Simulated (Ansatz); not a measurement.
# Zirconium, bcc: r²SCAN0 after r²SCAN, part 2 of 2

How do the levels change when part of the exchange is made exact, and what does it cost? Spin polarisation is left out. The geometry was relaxed under r²SCAN beforehand and is kept. Exact exchange is dear, so the k-mesh is coarse, and r²SCAN is run on the same mesh for comparison.

Ansatz 0.2.0, plane waves with PAW, scalar-relativistic. The steps go on from the part before.

## 3. r²SCAN0 on the coarse mesh

The run with r²SCAN0.

Contents of input.yaml:

```yaml
crystal:
  lattice:
    - [-1.792246226, 1.792246226, 1.792246226]
    - [1.792246226, -1.792246226, 1.792246226]
    - [1.792246226, 1.792246226, -1.792246226]
  atoms:
    - { symbol: Zr, position: [0.0, 0.0, 0.0] }
hamiltonian:
  xc: r2scan0
  pseudopotentials:
    kind: paw
    azcp:
      Zr: "pseudopotentials/Zr.paw.azcp"
basis:
  ecutwfc: 500
  fft_grid_basis: typed
kpoints:
  mp_grid: { grid: [6, 6, 6], shift: [0, 0, 0] }
magnetization:
  spin_polarized: false
scf:
  occupations: { method: fermi_dirac, width: 0.1 }
output:
  write_density: true
  write_potential: true
  elf: true
  volumetric_format: npy
```

On the command line:

```bash
$ ansatz run input.yaml --threads 4 --pin off --max-ram 8192MiB --backend cpu --events-out ev --progress --plain --runs-dir out
```

Log:

```text
Warning: RAYON_NUM_THREADS=4 ignored (pool sized by the plan → 4); use --threads N
Engine: ansatz 0.2.0, aarch64-unknown-linux-gnu
Pseudopotentials: kind: paw
Pseudopotential: Zr, paw, valence charge 12, recommended cutoff 500 eV (meta_gga), <dir>
Functional definition: r2SCAN0
  parameter a = 0.25
  parameter k0 = 0.174
  parameter k1 = 0.065
  parameter a1 = 4.9479
  exchange = (1 - a)*r2scan_x(k0 = k0, k1 = k1, a1 = a1) + a*exact_x
  correlation = r2scan_c
Crystal: 1 atoms, lattice volume = 23.028 Å³
Basis set: ecut = 500 eV, 603 PW (Γ), exchange–correlation on 96×96×96 points (64 copies of the dense FFT grid, shifted against one another)
Bands: 10, of which v1, the nominal top of the filled ones, is band 6 counted from 1 (5 counted from 0)
Symmetry: 48 space group operations
Space group: Im-3m (ITA 229), of the structure as read, at distance tolerance 2.8e-5 Å
k-points: 16 of 216
Non-local potential: Zr, projectors of the file, l = 0: 3, l = 1: 2, l = 2: 2, l = 3: 2
PAW form: soft (Blöchl's): semilocal exchange-correlation on the pseudo side does not see the compensation charge
PAW frozen core: Zr, regenerated for the run's functional, and the local potential with it (the file was generated under x = pbe(κ = 0.804, μ = 0.2195149727645171), c = pbe(β = 0.06672455060314922))
PAW one-centre angular grid: Zr, 590 points (default); XC on 160 Gauss nodes
Initial density: superposition of atomic densities (neutral atoms: chi_scale 0, normalization atom), corrected by the library's trained network
Initial wavefunctions: pseudopotential atomic-orbital guess
Functional: x = r2scan, c = r2scan; τ floored in thin density (d = 2e-4 eV/Å³), warm-up for x = 0.75 r2scan + 0.25 exact, c = r2scan; τ floored in thin density (d = 2e-4 eV/Å³)
SCF iter   1: F=—  HF=-4194.898776 eV  |F-HF|=—  |Δ(HF+E_count)|=         —  Δρ=6.97e-3  dr2=7.52e-3  dr2_τ=3.41e-3  ethr=1.77e-3  ⟨swp⟩=5.6  Hψ=617  notcnv=0
preconditioner: auto → none  [metal: Δε(μ)=0.159 eV  Ē_g=5.321 eV  σ=0.100 eV  W_gap=0.37  n_scr=0 (ndim 8)  ℏωp=15.5 eV  f_vac=0.000  D(μ)=1.63/eV (n_scr^D=18)]
SCF iter   2: F=—  HF=-4194.925958 eV  |F-HF|=—  |Δ(HF+E_count)|=   2.72e-2  Δρ=3.45e-3  dr2=1.08e-3  dr2_τ=1.90e-4  ethr=6.27e-5  ⟨swp⟩=3.0  Hψ=426  notcnv=0
iter 3 solved again at ethr=5.91e-7 eV; its pass at ethr=8.98e-6 eV (dr2=7.10e-5 eV) is discarded
SCF iter   3: F=—  HF=-4194.926814 eV  |F-HF|=—  |Δ(HF+E_count)|=   8.56e-4  Δρ=8.93e-4  dr2=6.93e-5  dr2_τ=1.14e-5  ethr=5.91e-7  ⟨swp⟩=2.2  Hψ=561  notcnv=0
SCF iter   4: F=—  HF=-4194.926894 eV  |F-HF|=—  |Δ(HF+E_count)|=   8.02e-5  Δρ=1.40e-4  dr2=3.29e-6  dr2_τ=6.04e-8  ethr=5.78e-7  ⟨swp⟩=2.9  Hψ=298  notcnv=0
SCF iter   5: F=—  HF=-4194.926897 eV  |F-HF|=—  |Δ(HF+E_count)|=   2.63e-6  Δρ=4.60e-5  dr2=3.18e-7  dr2_τ=8.44e-9  ethr=2.74e-8  ⟨swp⟩=3.0  Hψ=302  notcnv=0
SCF iter   6: F=—  HF=-4194.926897 eV  |F-HF|=—  |Δ(HF+E_count)|=   2.98e-7  Δρ=5.84e-6  dr2=4.44e-9  dr2_τ=4.12e-10  ethr=2.65e-9  ⟨swp⟩=2.9  Hψ=301  notcnv=0
SCF iter   7: F=-4194.926897 eV  HF=-4194.926897 eV  |F-HF|=1.10e-10  |Δ(HF+E_count)|=   7.13e-9  Δρ=7.59e-7  dr2=7.41e-11  dr2_τ=6.29e-12  ethr=3.70e-11  ⟨swp⟩=3.4  Hψ=373  notcnv=0
SCF 1 converged in 7 iterations: F = -4194.926897 eV  dr2 = 7.41e-11
Initial density: handed on by an earlier stage of this run
Initial wavefunctions: those handed on with the density
Functional: x = 0.75 r2scan + 0.25 exact, c = r2scan; τ floored in thin density (d = 2e-4 eV/Å³)
Frozen-core exchange: fock
iter 1 solved again at ethr=8.23e-5 eV; its pass at ethr=1.00e-1 eV (dr2=9.88e-3 eV) is discarded
SCF iter   1: F=—  HF=-4194.002635 eV  |F-HF|=—  |Δ(HF+E_count)|=         —  Δρ=6.49e-3  dr2=1.86e-2  dr2_τ=6.31e-4  ethr=8.23e-5  ⟨swp⟩=4.0  Hψ=786  notcnv=0
preconditioner: auto → none  [insulator: Δε(μ)=0.478 eV  Ē_g=6.740 eV  σ=0.100 eV  W_gap=0.67  n_scr=0 (ndim 8)  ℏωp=15.5 eV  f_vac=0.000  D(μ)=0.79/eV (n_scr^D=12)]
SCF iter   2: F=—  HF=-4193.996711 eV  |F-HF|=—  |Δ(HF+E_count)|=   5.92e-3  Δρ=1.95e-3  dr2=4.76e-3  dr2_τ=2.89e-4  ethr=8.23e-5  ⟨swp⟩=3.0  Hψ=379  notcnv=0
SCF iter   3: F=—  HF=-4193.996474 eV  |F-HF|=—  |Δ(HF+E_count)|=   2.37e-4  Δρ=5.92e-4  dr2=3.74e-3  dr2_τ=3.90e-6  ethr=5.98e-6  ⟨swp⟩=3.0  Hψ=304  notcnv=0
SCF iter   4: F=—  HF=-4193.996473 eV  |F-HF|=—  |Δ(HF+E_count)|=   1.21e-6  Δρ=4.70e-5  dr2=1.77e-7  dr2_τ=7.60e-8  ethr=2.66e-7  ⟨swp⟩=2.0  Hψ=280  notcnv=0
SCF iter   5: F=-4193.996473 eV  HF=-4193.996473 eV  |F-HF|=4.91e-10  |Δ(HF+E_count)|=   3.90e-8  Δρ=6.99e-6  dr2=2.50e-9  dr2_τ=7.01e-10  ethr=1.47e-9  ⟨swp⟩=3.8  Hψ=478  notcnv=0
SCF 2 converged in 5 iterations: F = -4193.996473 eV  dr2 = 2.50e-9
hybrid outer 1: dexx = +9.026e-3 eV, tail = 7.60e-3 eV
Frozen-core exchange: fock
SCF iter   1: F=—  HF=-4194.008877 eV  |F-HF|=—  |Δ(HF+E_count)|=         —  Δρ=1.44e-3  dr2=2.27e-3  dr2_τ=1.58e-5  ethr=3.17e-4  ⟨swp⟩=2.1  Hψ=322  notcnv=0
preconditioner: auto → none  [insulator: Δε(μ)=0.538 eV  Ē_g=6.721 eV  σ=0.100 eV  W_gap=0.69  n_scr=0 (ndim 8)  ℏωp=15.5 eV  f_vac=0.000  D(μ)=0.72/eV (n_scr^D=0)]
iter 2 solved again at ethr=1.13e-7 eV; its pass at ethr=4.59e-6 eV (dr2=1.36e-5 eV) is discarded
SCF iter   2: F=—  HF=-4194.008672 eV  |F-HF|=—  |Δ(HF+E_count)|=   2.05e-4  Δρ=3.49e-4  dr2=1.61e-3  dr2_τ=4.21e-7  ethr=1.13e-7  ⟨swp⟩=2.9  Hψ=627  notcnv=0
SCF iter   3: F=-4194.011985 eV  HF=-4194.012029 eV  |F-HF|=4.35e-5  |Δ(HF+E_count)|=   3.36e-3  Δρ=5.54e-4  dr2=3.53e-4  dr2_τ=3.07e-6  ethr=1.13e-7  ⟨swp⟩=3.9  Hψ=390  notcnv=0
SCF 3 stopped early in 3 iterations: F = -4194.011985 eV  dr2 = 3.53e-4
hybrid outer 2: dexx = +5.000e-3 eV, tail = 1.41e-2 eV, Δε = 2.86e-1 eV (about 8.94e-2 eV left of the loop's levels)
Frozen-core exchange: fock
SCF iter   1: F=—  HF=-4194.012781 eV  |F-HF|=—  |Δ(HF+E_count)|=         —  Δρ=1.87e-4  dr2=4.23e-5  dr2_τ=2.79e-7  ethr=2.97e-5  ⟨swp⟩=2.0  Hψ=320  notcnv=0
preconditioner: auto → none  [insulator: Δε(μ)=0.459 eV  Ē_g=6.717 eV  σ=0.100 eV  W_gap=0.61  n_scr=0 (ndim 8)  ℏωp=15.5 eV  f_vac=0.000  D(μ)=0.69/eV (n_scr^D=0)]
iter 2 solved again at ethr=1.49e-9 eV; its pass at ethr=8.08e-8 eV (dr2=1.79e-7 eV) is discarded
SCF iter   2: F=—  HF=-4194.012777 eV  |F-HF|=—  |Δ(HF+E_count)|=   4.12e-6  Δρ=4.38e-5  dr2=3.13e-5  dr2_τ=2.84e-8  ethr=1.49e-9  ⟨swp⟩=2.8  Hψ=656  notcnv=0
SCF iter   3: F=—  HF=-4194.012915 eV  |F-HF|=—  |Δ(HF+E_count)|=   1.38e-4  Δρ=1.06e-4  dr2=6.60e-6  dr2_τ=2.17e-7  ethr=1.44e-9  ⟨swp⟩=4.0  Hψ=434  notcnv=0
SCF iter   4: F=—  HF=-4194.012915 eV  |F-HF|=—  |Δ(HF+E_count)|=   4.86e-7  Δρ=2.82e-5  dr2=4.65e-6  dr2_τ=4.28e-8  ethr=1.44e-9  ⟨swp⟩=3.8  Hψ=386  notcnv=0
SCF iter   5: F=—  HF=-4194.012932 eV  |F-HF|=—  |Δ(HF+E_count)|=   1.75e-5  Δρ=5.39e-5  dr2=6.32e-7  dr2_τ=4.42e-8  ethr=8.12e-10  ⟨swp⟩=3.9  Hψ=392  notcnv=0
SCF iter   6: F=-4194.012932 eV  HF=-4194.012932 eV  |F-HF|=3.25e-9  |Δ(HF+E_count)|=   2.17e-7  Δρ=5.07e-6  dr2=2.26e-8  dr2_τ=5.30e-10  ethr=8.12e-10  ⟨swp⟩=3.1  Hψ=354  notcnv=0
SCF 4 converged in 6 iterations: F = -4194.012932 eV  dr2 = 2.26e-8
hybrid outer 3: dexx = +1.759e-4 eV, tail = 6.21e-8 eV, Δε = 8.32e-2 eV (about 1.17e-3 eV left of the loop's levels)
Frozen-core exchange: fock
iter 1 solved again at ethr=1.99e-9 eV; its pass at ethr=1.00e-1 eV (dr2=2.39e-7 eV) is discarded
SCF iter   1: F=—  HF=-4194.012854 eV  |F-HF|=—  |Δ(HF+E_count)|=         —  Δρ=5.25e-5  dr2=1.64e-5  dr2_τ=1.68e-8  ethr=1.99e-9  ⟨swp⟩=4.1  Hψ=675  notcnv=0
preconditioner: auto → none  [insulator: Δε(μ)=0.420 eV  Ē_g=6.716 eV  σ=0.100 eV  W_gap=0.58  n_scr=0 (ndim 8)  ℏωp=15.5 eV  f_vac=0.000  D(μ)=0.70/eV (n_scr^D=0)]
iter 2 solved again at ethr=1.46e-10 eV; its pass at ethr=1.99e-9 eV (dr2=1.76e-8 eV) is discarded
SCF iter   2: F=—  HF=-4194.012922 eV  |F-HF|=—  |Δ(HF+E_count)|=   6.83e-5  Δρ=7.34e-6  dr2=2.35e-6  dr2_τ=2.49e-9  ethr=1.46e-10  ⟨swp⟩=2.0  Hψ=557  notcnv=0
SCF iter   3: F=-4194.012932 eV  HF=-4194.012932 eV  |F-HF|=8.43e-9  |Δ(HF+E_count)|=   9.15e-6  Δρ=2.39e-5  dr2=1.16e-7  dr2_τ=2.87e-9  ethr=1.46e-10  ⟨swp⟩=3.4  Hψ=366  notcnv=0
SCF 5 stopped early in 3 iterations: F = -4194.012932 eV  dr2 = 1.16e-7
hybrid outer 1: dexx = +1.188e-4 eV, tail = 2.45e-7 eV
Frozen-core exchange: fock
SCF iter   1: F=—  HF=-4194.012932 eV  |F-HF|=—  |Δ(HF+E_count)|=         —  Δρ=1.47e-5  dr2=3.14e-8  dr2_τ=4.45e-10  ethr=1.02e-8  ⟨swp⟩=2.1  Hψ=322  notcnv=0
preconditioner: auto → none  [insulator: Δε(μ)=0.433 eV  Ē_g=6.716 eV  σ=0.100 eV  W_gap=0.60  n_scr=0 (ndim 8)  ℏωp=15.5 eV  f_vac=0.000  D(μ)=0.70/eV (n_scr^D=0)]
SCF iter   2: F=-4194.012932 eV  HF=-4194.012932 eV  |F-HF|=1.33e-9  |Δ(HF+E_count)|=   4.62e-9  Δρ=7.53e-6  dr2=1.46e-8  dr2_τ=7.98e-11  ethr=1.92e-10  ⟨swp⟩=2.0  Hψ=261  notcnv=0
SCF 6 converged in 2 iterations: F = -4194.012932 eV  dr2 = 1.46e-8
hybrid outer 2: dexx = +1.945e-8 eV, tail = 2.99e-8 eV, Δε = 4.54e-4 eV (about 2.46e-4 eV left of the loop's levels)
exact exchange: an outer loop of this run ended on a state whose frontier levels can be filled otherwise, and a further loop was made from that state with electrons moved between them. It converged no lower than the two loops' stops tell apart, in 5 SCF iterations, so its state is not used
Frozen-core exchange: fock
iter 1 solved again at ethr=3.55e-6 eV; its pass at ethr=1.00e-1 eV (dr2=4.26e-4 eV) is discarded
SCF iter   1: F=—  HF=-4194.007437 eV  |F-HF|=—  |Δ(HF+E_count)|=         —  Δρ=1.77e-3  dr2=9.76e-4  dr2_τ=1.53e-5  ethr=3.55e-6  ⟨swp⟩=2.5  Hψ=492  notcnv=0
preconditioner: auto → none  [insulator: Δε(μ)=0.327 eV  Ē_g=6.724 eV  σ=0.100 eV  W_gap=0.61  n_scr=0 (ndim 8)  ℏωp=15.5 eV  f_vac=0.000  D(μ)=0.53/eV (n_scr^D=0)]
SCF iter   2: F=—  HF=-4194.008807 eV  |F-HF|=—  |Δ(HF+E_count)|=   1.37e-3  Δρ=7.46e-4  dr2=4.19e-4  dr2_τ=3.01e-6  ethr=3.55e-6  ⟨swp⟩=2.2  Hψ=265  notcnv=0
SCF iter   3: F=—  HF=-4194.010605 eV  |F-HF|=—  |Δ(HF+E_count)|=   1.80e-3  Δρ=5.57e-4  dr2=4.31e-4  dr2_τ=3.70e-6  ethr=5.71e-7  ⟨swp⟩=2.9  Hψ=295  notcnv=0
Mixer restart at iter 3: flushing history
SCF iter   4: F=—  HF=-4194.010605 eV  |F-HF|=—  |Δ(HF+E_count)|=   1.65e-7  Δρ=4.13e-4  dr2=4.12e-4  dr2_τ=1.72e-6  ethr=3.41e-7  ⟨swp⟩=2.0  Hψ=261  notcnv=0
SCF iter   5: F=—  HF=-4194.011367 eV  |F-HF|=—  |Δ(HF+E_count)|=   7.62e-4  Δρ=3.72e-4  dr2=3.75e-4  dr2_τ=7.13e-7  ethr=1.86e-7  ⟨swp⟩=2.8  Hψ=288  notcnv=0
SCF iter   6: F=—  HF=-4194.012882 eV  |F-HF|=—  |Δ(HF+E_count)|=   1.51e-3  Δρ=7.40e-4  dr2=8.02e-5  dr2_τ=2.77e-6  ethr=1.52e-7  ⟨swp⟩=3.2  Hψ=352  notcnv=0
SCF iter   7: F=-4194.012890 eV  HF=-4194.012891 eV  |F-HF|=9.18e-7  |Δ(HF+E_count)|=   9.03e-6  Δρ=1.24e-4  dr2=9.33e-6  dr2_τ=3.95e-7  ethr=1.52e-7  ⟨swp⟩=3.1  Hψ=318  notcnv=0
SCF 7 stopped early in 7 iterations: F = -4194.012890 eV  dr2 = 9.33e-6
hybrid outer 1: dexx = +2.322e-2 eV, tail = 3.54e-5 eV
Frozen-core exchange: fock
SCF iter   1: F=—  HF=-4194.012926 eV  |F-HF|=—  |Δ(HF+E_count)|=         —  Δρ=5.26e-5  dr2=1.87e-6  dr2_τ=9.52e-8  ethr=8.35e-7  ⟨swp⟩=2.8  Hψ=340  notcnv=0
preconditioner: auto → none  [insulator: Δε(μ)=0.440 eV  Ē_g=6.716 eV  σ=0.100 eV  W_gap=0.60  n_scr=0 (ndim 8)  ℏωp=15.5 eV  f_vac=0.000  D(μ)=0.70/eV (n_scr^D=0)]
iter 2 solved again at ethr=2.70e-10 eV; its pass at ethr=3.07e-9 eV (dr2=3.25e-8 eV) is discarded
SCF iter   2: F=—  HF=-4194.012926 eV  |F-HF|=—  |Δ(HF+E_count)|=   3.49e-8  Δρ=1.81e-5  dr2=1.56e-6  dr2_τ=4.72e-9  ethr=2.70e-10  ⟨swp⟩=2.0  Hψ=590  notcnv=0
SCF iter   3: F=—  HF=-4194.012931 eV  |F-HF|=—  |Δ(HF+E_count)|=   4.57e-6  Δρ=1.50e-5  dr2=3.61e-7  dr2_τ=1.47e-9  ethr=2.70e-10  ⟨swp⟩=3.3  Hψ=353  notcnv=0
SCF iter   4: F=—  HF=-4194.012932 eV  |F-HF|=—  |Δ(HF+E_count)|=   1.30e-6  Δρ=1.60e-5  dr2=2.82e-8  dr2_τ=1.59e-9  ethr=1.90e-10  ⟨swp⟩=3.2  Hψ=369  notcnv=0
SCF iter   5: F=-4194.012932 eV  HF=-4194.012932 eV  |F-HF|=1.38e-10  |Δ(HF+E_count)|=   1.21e-8  Δρ=1.81e-6  dr2=1.49e-9  dr2_τ=6.86e-11  ethr=1.90e-10  ⟨swp⟩=2.8  Hψ=286  notcnv=0
SCF 8 converged in 5 iterations: F = -4194.012932 eV  dr2 = 1.49e-9
hybrid outer 2: dexx = +1.102e-5 eV, tail = 6.71e-9 eV, Δε = 1.12e-2 eV (about 3.48e-4 eV left of the loop's levels)
exact exchange: an outer loop of this run ended on a state whose frontier levels can be filled otherwise, and a further loop was made from that state with electrons moved between them. It converged no lower than the two loops' stops tell apart, in 12 SCF iterations, so its state is not used
hybrid SCF converged: 3 outer / 14 inner (+7 warm-up), last move |dexx| = 1.76e-4 eV, tail = 6.21e-8 eV
Stability not checked: this state was not tested for a lower state beside it, because the functional holds exact exchange (a hybrid, or Hartree-Fock), whose exchange loop this test does not read (fock_operator; see scf.lower_state_search)
Free energy (F): -4194.012932 eV
Frozen-core exchange: fock
Harris-Foulkes:  -4194.012932 eV  (|F-HF|=3.25e-9)
Internal energy: -4193.989573 eV  (E = F + TS)
E sigma→0 (E₀):  -4194.001252 eV
Entropy (-TS):   -0.023359 eV (-23.359 meV/atom)
Fermi energy:    13.986789 eV
--- Per-component energies (eV) ---
  E_band       = -127.012701
  E_kinetic    = 331.542483
  E_local      = -615.623978  (includes V_loc(G=0)·N_el)
  E_nonlocal   = 79.114131
  E_hartree    = 189.026771
  E_xc         = -120.378110
  E_vxc        = -160.236966  (∫ρ·V_xc dr)
  E_exx        = -35.658429  (= α·E_x^exact, valence–valence)
  E_paw        = -2968.923252  (= ΣΔE_a)
  E_vpaw       = -76.843136  (= ΣTr[D̂ρ^β])
  E_aug_tail   = 0.000008  (compensation charges beyond the density's cutoff)
  E_vtau       = 8.297140  (kinetic-family band-sum trace: ∫τ·v_τ [+ j·A + Jᵃ·Aᵃ] dr)
  E_ewald      = -1052.607698
  E_core_change = -0.481501  (= ΣΔE_core)
  E_smearing   = -0.023359  (= −TS)
  E_closure    = -0.000000  (closes the sum)
  Σ components = -4194.012932   (vs F -4194.012932, Δ=-9.09e-13)
--- Band table (eV; the first three rows and the last of 16) ---
  k-point 0: bands = ["-39.7866", "-15.3328", "-15.3328", "-15.3328", "6.9064", "16.1448", "16.1448", "16.1448"]
  k-point 1: bands = ["-39.7408", "-15.6419", "-15.4216", "-15.3360", "7.9594", "15.3897", "15.5577", "17.1118"]
  k-point 2: bands = ["-39.6472", "-16.2224", "-15.5934", "-15.3426", "9.8505", "13.7019", "14.6427", "18.6286"]
  k-point 15: bands = ["-39.4739", "-16.0924", "-16.0924", "-16.0924", "10.2678", "10.2678", "21.1025", "21.1025"]
  guard bands above this table: 2 of the run's 10 bands. The solve was not asked for them (output.publish_guard_bands: true or output.eigenvalues: true publishes all)
```

Run time: 7.6 s. Hardware: 4 threads of Arm Neoverse V2, shared host; peak memory 0.88 GiB.

## 4. Side by side

| functional | gap on the mesh | Fermi energy (eV) | SCF cycles | exchange loops | CPU time |
| --- | --- | --- | --- | --- | --- |
| r²SCAN | none (levels filled in part) | 13.969 | 6 | - | 0.94 s |
| r²SCAN0 | none (levels filled in part) | 13.987 | 21 | 3 | 24 s |

## 5. Outcome

The summary covers parts 1 to 2.

| quantity | value |
| --- | --- |
| r²SCAN: gap | none (levels filled in part) |
| r²SCAN0: gap | none (levels filled in part) |
| r²SCAN0: SCF cycles, exchange loops | 21, 3 |
| r²SCAN0: CPU time over that of r²SCAN | 26 |
| r²SCAN0: relative to hcp | +277 meV/atom |

Neither r²SCAN nor r²SCAN0 shows a clean gap on this mesh. r²SCAN0 cost 26 times the CPU time of r²SCAN. The exchange operator of r²SCAN0 was renewed in 3 outer loops. The dense-mesh value adds -6.2 meV/atom, the change that r²SCAN shows between the coarse mesh and its own dense run (not shown). Under r²SCAN0 it lies 277 meV/atom above hcp (computed apart in the same way); on such meshes a few tens of meV are uncertain for metals. Absolute energies differ from functional to functional, by eV per atom at times, and say nothing by themselves.
